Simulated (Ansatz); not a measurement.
The system is SnSe.

```
CELL_PARAMETERS angstrom
0.00000 3.01000 3.01000
3.01000 0.00000 3.01000
3.01000 3.01000 0.00000
ATOMIC_POSITIONS crystal
Sn 0.00000 0.00000 0.00000
Se 0.50000 0.50000 0.50000
```

Measurements of this composition are mostly on another form, of space group No. 62.

Program: Ansatz 0.2.0. Alike in all runs: task single point; potentials or basis all-electron PAW datasets made for the crystal; no spin polarisation; cell as given; k mesh 4 × 4 × 4; cutoff (eV) 270; smearing fermi-dirac 0.05 eV; the mesh is coarse, so values aren't converged.

**Question.** Order these runs on this cell by their band gap on the k mesh, lowest first.
A. level PBE with a typed share of exact exchange; share of exact exchange 0.4
B. level PBE with a typed share of exact exchange; share of exact exchange 0.1
C. level PBE0; share of exact exchange 0.25

**Answer.** B (0.72 eV), C (0.92 eV), A (1.09 eV).

Caveats: all runs use coarse meshes; spin-orbit coupling is left out, which moves the levels of the heavy elements; the program warned that the printed levels may be off, so bands, gaps and densities of states are rough (some runs).

A k mesh can miss the band edges.

Runs at the PBE level aren't shown here.
